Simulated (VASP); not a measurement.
# Re (Fm-3m) in VASP: notebook

One crystal, Re, is run at these levels: PBE; tasks: single point, relaxation of cell and atoms.

All numbers are computed with VASP 6.6.1; they aren't measurements. Logs are shortened: lines on timing, memory, paths and dates and some standing lists are left out, and cuts for length are marked.

### Step 1. The crystal as given

The structure is cubic, space group Fm-3m (No. 225). Conventional cell: a = 3.915 Å, b = 3.915 Å, c = 3.915 Å, α = 90.00°, β = 90.00°, γ = 90.00°. Re (site symmetry m-3m) has 12 Re at 2.77 Å as nearest neighbours.

This isn't the form of Re at room conditions, which is hcp.

### Step 2. Single point, PBE

Input file INCAR:

```
PREC = Accurate
ENCUT = 520
EDIFF = 1E-6
ISMEAR = 0
SIGMA = 0.15
LREAL = False
LASPH = True
NELM = 60
ALGO = Normal
ISIF = 2
LWAVE = False
LCHARG = True
GGA = PE
LELF = True
LVHAR = True
NBANDS = 10
```

Input file KPOINTS:

```
regular mesh
0
Gamma
  10 10 10
```

Input file POSCAR:

```
Re
1.0
    0.0000000000      1.9577236186      1.9577236186
    1.9577236186      0.0000000000      1.9577236186
    1.9577236186      1.9577236186      0.0000000000
Re
1
Direct
    0.0000000000      0.0000000000      0.0000000000
```

Potentials or basis: VASP PAW PBE potentials, release 64 (Re).

The run is started by

```console
$ cat potpaw_PBE.64/Re/POTCAR > POTCAR
$ mpirun -np 1 vasp_std > vasp.out
```

OUTCAR:

```text
PREC = Accurate
   ENCUT = 520
   EDIFF = 1E-6
   ISMEAR = 0
   LREAL = False
   LASPH = True
   NELM = 60
   ISIF = 2
   GGA = PE

 ion  position               nearest neighbor table
   1  0.000  0.000  0.000-

  LATTYP: Found a face centered cubic cell.
 ALAT       =     3.9154472372

  Lattice vectors:

 A1 = (   0.0000000000,   1.9577236186,   1.9577236186)
 A2 = (   1.9577236186,   0.0000000000,   1.9577236186)
 A3 = (   1.9577236186,   1.9577236186,   0.0000000000)

Analysis of symmetry for initial positions (statically):
=====================================================================
 Subroutine PRICEL returns:
 Original cell was already a primitive cell.

 Routine SETGRP: Setting up the symmetry group for a
 face centered cubic supercell.

 Subroutine GETGRP returns: Found 48 space group operations
 (whereof 48 operations were pure point group operations)
 out of a pool of 48 trial point group operations.

The static configuration has the point symmetry O_h .

Analysis of symmetry for dynamics (positions and initial velocities):
=====================================================================
 Subroutine PRICEL returns:
 Original cell was already a primitive cell.

 Routine SETGRP: Setting up the symmetry group for a
 face centered cubic supercell.

 Subroutine GETGRP returns: Found 48 space group operations
 (whereof 48 operations were pure point group operations)
 out of a pool of 48 trial point group operations.

The dynamic configuration has the point symmetry O_h .

 Subroutine INISYM returns: Found 48 space group operations
 (whereof 48 operations are pure point group operations),
 and found     1 'primitive' translations

----------------------------------------------------------------------------------------

                                     Primitive cell

  volume of cell :      15.0067

  direct lattice vectors                    reciprocal lattice vectors
     0.000000000  1.957723619  1.957723619    -0.255398666  0.255398666  0.255398666
     1.957723619  0.000000000  1.957723619     0.255398666 -0.255398666  0.255398666
     1.957723619  1.957723619  0.000000000     0.255398666  0.255398666 -0.255398666

  length of vectors
     2.768639293  2.768639293  2.768639293     0.442363465  0.442363465  0.442363465

  position of ions in fractional coordinates (direct lattice)
     0.000000000  0.000000000  0.000000000

  ion indices of the primitive-cell ions
   primitive index   ion index
                 1           1

----------------------------------------------------------------------------------------

 KPOINTS: regular mesh

Automatic generation of k-mesh.
 Grid dimensions read from file:
 generate k-points for:   10   10   10

 Generating k-lattice:

  Cartesian coordinates                     Fractional coordinates (reciprocal lattice)
    -0.025539867  0.025539867  0.025539867     0.100000000  0.000000000  0.000000000
     0.025539867 -0.025539867  0.025539867     0.000000000  0.100000000  0.000000000
     0.025539867  0.025539867 -0.025539867     0.000000000  0.000000000  0.100000000

  Length of vectors
     0.044236347  0.044236347  0.044236347

  Shift w.r.t. Gamma in fractional coordinates (k-lattice)
     0.000000000  0.000000000  0.000000000

 Subroutine IBZKPT returns following result:
 ===========================================

 Found     47 irreducible k-points:

 Following reciprocal coordinates:
            Coordinates               Weight
  0.000000  0.000000  0.000000      1.000000
  0.100000  0.000000  0.000000      8.000000
  0.200000  0.000000  0.000000      8.000000
  0.300000  0.000000  0.000000      8.000000
  0.400000  0.000000  0.000000      8.000000
  0.500000  0.000000  0.000000      4.000000
[... 16 lines left out ...]
  0.300000  0.300000  0.000000      6.000000
  0.400000  0.300000  0.000000     24.000000
 [... further k-points ...]
   k-points           NKPTS =     47   k-points in BZ     NKDIM =     47   number of bands    NBANDS=     10
   number of dos      NEDOS =    301   number of ions     NIONS =      1
   total plane-waves  NPLWV =  13824
   dimension x,y,z NGX =    24 NGY =   24 NGZ =   24
   dimension x,y,z NGXF=    48 NGYF=   48 NGZF=   48
   ions per type =               1
   NGX,Y,Z   is equivalent  to a cutoff of  14.41, 14.41, 14.41 a.u.
   NGXF,Y,Z  is equivalent  to a cutoff of  28.82, 28.82, 28.82 a.u.
 SYSTEM =  unknown system
   PREC   = accura    normal or accurate (medium, high low for compatibility)
   ISTART =      0    job   : 0-new  1-cont  2-samecut
   ICHARG =      2    charge: 1-file 2-atom 10-const
   ISPIN  =      1    spin polarized calculation?
   LNONCOLLINEAR =      F non collinear calculations
   LSORBIT =      F    spin-orbit coupling
   LASPH  =      T    aspherical Exc in radial PAW
   ENCUT  =  520.0 eV  38.22 Ry    6.18 a.u.   5.15  5.15  5.15*2*pi/ulx,y,z
   NELM   =     60;   NELMIN=  2; NELMDL= -5     # of ELM steps
   EDIFF  = 0.1E-05   stopping-criterion for ELM
   LREAL  =      F    real-space projection
   EDIFFG = 0.1E-04   stopping-criterion for IOM
   NSW    =      0    number of steps for IOM
   IBRION =     -1    ionic relax: 0-MD 1-quasi-New 2-CG
   NFREE  =      0    steps in history (QN), initial steepest desc. (CG)
   ISIF   =      2    stress and relaxation
   ISYM   =      2    0-nonsym 1-usesym 2-fastsym
   POTIM  = 0.5000    time-step for ionic-motion
   TEBEG  =    0.0;   TEEND  =   0.0 temperature during run
   PSTRESS=    0.0 pullay stress
   NELECT =       7.0000    total number of electrons
   NUPDOWN=      -1.0000    fix difference up-down
   EMIN   =  10.00;   EMAX   =-10.00  energy-range for DOS
   EFERMI =   0.00;   METHOD = LEGACY
   ISMEAR =     0;   SIGMA  =   0.15  broadening in eV -4-tet -1-fermi 0-gaus
   EFERMI_NEDOS =   21; number of points for ismear=-14 and -15
   IALGO  =     38    algorithm
   IMIX   =      4    mixing-type and parameters
     AMIX     =   0.40;   BMIX     =  1.00
     AMIX_MAG =   1.60;   BMIX_MAG =  1.00
  volume/ion in A,a.u.               =      15.01       101.27
  Fermi-wavevector in a.u.,A,eV,Ry     =   1.269637  2.399265 21.932283  1.611977
  Thomas-Fermi vector in A             =   2.402667
   LORBIT       =      0    0 simple, 1 ext, 2 COOP (PROOUT), +10 PAW based schemes
   GGA     = PE    functional components
   LHFCALC =     F    Hartree Fock is set to
   AEXX    =    0.0000 exact exchange contribution
   IVDW    =     0    specifies the selected vdW correction
   LEPSILON=     F    determine dielectric tensor
   LRPA    =     F    only Hartree local field effects (RPA)
 non-spin polarized calculation
 Gauss-broadening in eV      SIGMA  =   0.15
  energy-cutoff  :      520.00
  volume of cell :       15.01
 maximum number of plane-waves:       413
 NGX is ok and might be reduce to    24
   NGX = 11   NGY = 11   NGZ = 11

 number of electron       7.0000001 magnetization

 Free energy of the ion-electron system (eV)
  ---------------------------------------------------
  ext. energy  EPLUGINS =         0.00000000
  ---------------------------------------------------
  free energy    TOTEN  =       -12.37728847 eV

  energy without entropy =      -12.36423824  energy(sigma->0) =      -12.37076336

 E-fermi :   7.9474     XC(G=0): -13.6211

 val. band max:        7.9246424934   @ k =   0.3000   0.2000   0.0000
 cond. band min:       7.9573609318   @ k =  -0.3000   0.3000   0.1000
 fundamental gap:      0.0327184384
 Fermi energy:         7.9474396293

 k-point     1 :       0.0000    0.0000    0.0000
  band No.  band energies     occupation
      1      -2.0845      2.00000
      2       6.0526      2.00000
      3       6.0526      2.00000
      4       6.0526      2.00000
      5       9.1462      0.00000
      6       9.1462      0.00000
      7      21.8085      0.00000
      8      27.3470      0.00000
      9      27.3470      0.00000
     10      27.3470      0.00000

 k-point     2 :       0.1000    0.0000    0.0000
  band No.  band energies     occupation
      1      -1.6371      2.00000
      2       5.7650      2.00000
      3       6.2521      2.00000
      4       6.2521      2.00000
      5       8.9975      0.00000
      6       8.9975      0.00000
      7      22.6520      0.00000
      8      25.5170      0.00000
      9      28.1628      0.00000
     10      28.1628      0.00000

 k-point     3 :       0.2000    0.0000    0.0000
  band No.  band energies     occupation
      1      -0.4727      2.00000
      2       5.2773      2.00000
      3       6.5448      2.00000
      4       6.5448      2.00000
      5       8.9817      0.00000
      6       8.9817      0.00000
      7      22.7838      0.00000
      8      24.8840      0.00000
      9      30.3813      0.00000
     10      30.3813      0.00000

 k-point     4 :       0.3000    0.0000    0.0000
  band No.  band energies     occupation
      1       0.7207      2.00000
      2       5.5016      2.00000
      3       6.3596      2.00000
      4       6.3596      2.00000
      5       9.8186      0.00000
      6       9.8186      0.00000
      7      20.7545      0.00000
      8      24.7614      0.00000
      9      32.1046      0.00000
     10      32.1924      0.00000
[... 222 lines left out ...]
 k-point    22 :      -0.2000    0.2000    0.0000
  band No.  band energies     occupation
      1       1.6985      2.00000
      2       4.5610      2.00000
      3       5.7898      2.00000
      4       7.5295      1.99992
      5       7.9737      0.80444
      6      11.8188      0.00000
      7      22.2610      0.00000
      8      26.2558      0.00000
      9      26.5729      0.00000
     10      28.3920      0.00000

 k-point    23 :       0.3000    0.3000    0.0000
  band No.  band energies     occupation
      1       1.5171      2.00000
      2       3.1911      2.00000
      3       6.8003      2.00000
      4       9.1828      0.00000
      5       9.1828      0.00000
      6      10.6329      0.00000
      7      25.1901      0.00000
      8      25.1901      0.00000
      9      26.3549      0.00000
     10      29.5129      0.00000

 k-point    24 :       0.4000    0.3000    0.0000
  band No.  band energies     occupation
      1       1.8721      2.00000
      2       2.9328      2.00000
      3       6.9015      2.00000
      4       9.4306      0.00000
      5      11.0429      0.00000
      6      11.4639      0.00000
      7      21.7743      0.00000
      8      23.8056      0.00000
      9      25.3469      0.00000
     10      29.5253      0.00000

 [... further k-points ...]

------------------------ aborting loop because EDIFF is reached ----------------------------------------

  FORCE on cell =-STRESS in cart. coord.  units (eV):
  Direction    XX          YY          ZZ          XY          YZ          ZX
  --------------------------------------------------------------------------------------
  -------------------------------------------------------------------------------------
  Total       -0.0752469     -0.0752469     -0.0752469     -0.0000000      0.0000000      0.0000000
  in kB       -8.0336846     -8.0336846     -8.0336846     -0.0000000      0.0000000      0.0000000
  external PRESSURE =      -8.0336846 kB  Pullay stress =       0.0000000 kB

 VOLUME and BASIS-vectors are now :
 -----------------------------------------------------------------------------
  energy-cutoff  :      520.00
  volume of cell :       15.01
      direct lattice vectors                 reciprocal lattice vectors
     0.000000000  1.957723619  1.957723619    -0.255398666  0.255398666  0.255398666
     1.957723619  0.000000000  1.957723619     0.255398666 -0.255398666  0.255398666
     1.957723619  1.957723619  0.000000000     0.255398666  0.255398666 -0.255398666

 POSITION                                       TOTAL-FORCE (eV/Angst)
 -----------------------------------------------------------------------------------
      0.00000      0.00000      0.00000        -0.000000      0.000000     -0.000000
 -----------------------------------------------------------------------------------
    total drift:                               -0.000000      0.000000      0.000000

  FREE ENERGIE OF THE ION-ELECTRON SYSTEM (eV)
  ---------------------------------------------------
  free  energy   TOTEN  =       -12.3772884705 eV

  energy  without entropy=      -12.3642382401  energy(sigma->0) =      -12.37076336
```

It took 9.6 s on 1 thread of Intel Xeon Platinum 8488C (Sapphire Rapids), shared host; peak memory 0.14 GiB.

Results:

| Item | Value |
| --- | --- |
| Free energy | -12.3773 eV |
| Pressure | -0.8 GPa |
| Band gap on the k mesh | none (metal or under the smearing width) |

### Step 3. Single point, PBE

Input file INCAR:

```
ALGO = Fast
EDIFF = 1E-7
ENCUT = 520
GGA = PE
ISIF = 2
ISMEAR = 0
LASPH = True
LCHARG = True
LELF = True
LREAL = False
LVHAR = True
LWAVE = False
NBANDS = 10
NELM = 100
PREC = Accurate
SIGMA = 0.15
```

Input file KPOINTS:

```
k-points
0
Gamma
  10 10 10
```

POSCAR is that of step 2.

Potentials or basis: VASP PAW PBE potentials, release 64 (Re).

The run is started by

```console
$ cat potpaw_PBE.64/Re/POTCAR > POTCAR
$ mpirun -np 1 vasp_std > vasp.out
```

OUTCAR:

```text
EDIFF = 1E-7
   ENCUT = 520
   GGA = PE
   ISIF = 2
   ISMEAR = 0
   LASPH = True
   LREAL = False
   NELM = 100
   PREC = Accurate

 ion  position               nearest neighbor table
   1  0.000  0.000  0.000-

  LATTYP: Found a face centered cubic cell.
 ALAT       =     3.9154472372

  Lattice vectors:

 A1 = (   0.0000000000,   1.9577236186,   1.9577236186)
 A2 = (   1.9577236186,   0.0000000000,   1.9577236186)
 A3 = (   1.9577236186,   1.9577236186,   0.0000000000)

[... 492 lines left out ...]
     10      29.5253      0.00000

 [... further k-points ...]

------------------------ aborting loop because EDIFF is reached ----------------------------------------

  FORCE on cell =-STRESS in cart. coord.  units (eV):
  Direction    XX          YY          ZZ          XY          YZ          ZX
  --------------------------------------------------------------------------------------
  -------------------------------------------------------------------------------------
  Total       -0.0751134     -0.0751134     -0.0751134     -0.0000000      0.0000000     -0.0000000
  in kB       -8.0194398     -8.0194398     -8.0194398     -0.0000000      0.0000000     -0.0000000
  external PRESSURE =      -8.0194398 kB  Pullay stress =       0.0000000 kB

 VOLUME and BASIS-vectors are now :
 -----------------------------------------------------------------------------
  energy-cutoff  :      520.00
  volume of cell :       15.01
      direct lattice vectors                 reciprocal lattice vectors
     0.000000000  1.957723619  1.957723619    -0.255398666  0.255398666  0.255398666
     1.957723619  0.000000000  1.957723619     0.255398666 -0.255398666  0.255398666
     1.957723619  1.957723619  0.000000000     0.255398666  0.255398666 -0.255398666

 POSITION                                       TOTAL-FORCE (eV/Angst)
 -----------------------------------------------------------------------------------
      0.00000      0.00000      0.00000        -0.000000     -0.000000     -0.000000
 -----------------------------------------------------------------------------------
    total drift:                               -0.000000      0.000000      0.000000

  FREE ENERGIE OF THE ION-ELECTRON SYSTEM (eV)
  ---------------------------------------------------
  free  energy   TOTEN  =       -12.3772882002 eV

  energy  without entropy=      -12.3642380681  energy(sigma->0) =      -12.37076313
```

It took 11 s on 1 thread of Intel Xeon Platinum 8488C (Sapphire Rapids), shared host; peak memory 0.14 GiB.

Results:

```yaml
Free_energy: -12.3773 eV
Pressure: -0.8 GPa
Band_gap_on_the_k_mesh: none (metal or under the smearing width)
```

Levels at points of the mesh, in eV from the Fermi level:
| k point | band 1 | band 2 | band 3 | band 4 | band 5 | band 6 | band 7 | band 8 | band 9 |
| --- | --- | --- | --- | --- | --- | --- | --- | --- | --- |
| (0.00, 0.00, 0.00) | -10.03 | -1.89 | -1.89 | -1.89 | 1.20 | 1.20 | 13.86 | 19.40 | 19.40 |
| (0.50, 0.00, 0.00) | -6.77 | -2.10 | -2.10 | 0.15 | 3.68 | 3.68 | 9.66 | 13.35 | 19.86 |
| (0.50, 0.50, 0.00) | -6.70 | -5.84 | 2.69 | 3.63 | 4.40 | 4.40 | 12.09 | 12.09 | 12.66 |

### Step 4. Single point, PBE

Input file INCAR:

```
PREC = Accurate
ENCUT = 520
EDIFF = 1E-6
ISMEAR = 0
SIGMA = 0.1
LREAL = False
LASPH = True
NELM = 80
ALGO = Normal
ISIF = 2
LWAVE = False
LCHARG = False
GGA = PE
NBANDS = 10
```

Input file KPOINTS:

```
Automatic mesh
0
Gamma
  18 18 18
```

POSCAR is that of step 3.

The run is started by

```console
$ cat potpaw_PBE.64/Re/POTCAR > POTCAR
$ mpirun -np 1 vasp_std > vasp.out
```

Wall time 28 s (1 thread of Intel Xeon Platinum 8488C (Sapphire Rapids), shared host); peak memory 0.16 GiB.

Results (log left out):

```
Free energy            : -12.3632 eV
Pressure               : -0.6 GPa
Band gap on the k mesh : none (metal or under the smearing width)
```

Levels at points of the mesh, in eV from the Fermi level:
| k point | band 1 | band 2 | band 3 | band 4 | band 5 | band 6 | band 7 | band 8 |
| --- | --- | --- | --- | --- | --- | --- | --- | --- |
| (0.00, 0.00, 0.00) | -9.98 | -1.85 | -1.85 | -1.85 | 1.24 | 1.24 | 13.91 | 19.45 |
| (0.50, 0.00, 0.00) | -6.73 | -2.05 | -2.05 | 0.20 | 3.71 | 3.71 | 9.70 | 13.40 |
| (0.50, 0.50, 0.00) | -6.65 | -5.80 | 2.73 | 3.66 | 4.44 | 4.44 | 12.13 | 12.13 |

The run has no spin-orbit coupling, so splittings on Re are missing.

(Part 1 of 2 ends here.)
